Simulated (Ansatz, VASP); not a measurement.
Given: the input of a run of Ansatz 0.2.0 on Hf.

input.yaml

```yaml
crystal:
  lattice:
    - [0.0, 2.2347024152, 2.2347024152]
    - [2.2347024152, 0.0, 2.2347024152]
    - [2.2347024152, 2.2347024152, 0.0]
  atoms:
    - { symbol: Hf, position: [0.0, 0.0, 0.0] }
hamiltonian:
  xc: pbe
  pseudopotentials: { kind: paw }
kpoints:
  mp_grid: { grid: [10, 10, 10] }
scf:
  occupations: { method: fermi_dirac, width: 0.05 }
output:
  forces: true
  stress: true
  eigenvalues: true
```

Potentials or basis: Ansatz PAW.

Launch:

```console
$ ansatz run input.yaml --threads 1 --pin off --max-ram 3584MiB --backend cpu --events-out ev --progress --plain --runs-dir out
```

Translate it to VASP 6.6.1. Potentials there: VASP PAW PBE potentials, release 64 (Hf_pv).

As run (the cutoff follows the program's own potentials):

Contents of INCAR:

```
PREC = Accurate
ENCUT = 520
EDIFF = 1E-7
ISMEAR = -1
SIGMA = 0.05
LREAL = F
LASPH = T
NELM = 80
ALGO = Normal
ISIF = 2
LWAVE = F
LCHARG = F
GGA = PE
NBANDS = 11
```

KPOINTS

```
Automatic mesh
0
Gamma
  10 10 10
```

POSCAR

```
Hf
1.0
    0.0000000000      2.2347024152      2.2347024152
    2.2347024152      0.0000000000      2.2347024152
    2.2347024152      2.2347024152      0.0000000000
Hf
1
Direct
    0.0000000000      0.0000000000      0.0000000000
```

Potentials or basis: VASP PAW PBE potentials, release 64 (Hf_pv).

Launch:

```sh
$ cat potpaw_PBE.64/Hf_pv/POTCAR > POTCAR
$ mpirun -np 1 vasp_std > vasp.out
```

Both were run:

|  | VASP | Ansatz | Ansatz less VASP |
| --- | --- | --- | --- |
| gap on the k mesh at the Fermi level (eV) | none | none | - |
| pressure (GPa) | 0.4 | 0.9 | +0.45 |

A gap of «none» marks a metal or a gap that the smearing closes. The two sets of potentials don't hold the same shells in valence.

Spin-orbit coupling is left out, which matters for the levels of Hf.
